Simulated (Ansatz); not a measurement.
## Run times of several calculations on SiO2

Cell: 12 atoms, space group P4_12_12, a = 4.982 Å, b = 4.982 Å, c = 6.963 Å, α = 90.00°, β = 90.00°, γ = 90.00°.

All runs are DFT with Ansatz 0.2.0 on 1 thread of Intel Xeon Platinum 8259CL CPU @ 2.50GHz (Skylake/Cascade Lake) (x86_64; 16 cores open to the job, memory cap 3.0 GiB, no GPU), a shared host.

Task: Rank the runs by wall time, shortest first.
A. relaxation of the ions, PBE, gradients read without the response of the cores, 420 eV, 5×5×4 k-points, smearing 0.02 eV
B. single point at relaxed positions, r2SCAN, gradients read without the response of the cores, 500 eV, 5×5×4 k-points, smearing 0.02 eV
C. single point, PBE, gradients read without the response of the cores, 420 eV, 5×5×4 k-points, smearing 0.02 eV

Result: C (13 s, 0.45 GiB), B (28 s, 0.78 GiB), A (47 s, 0.47 GiB).
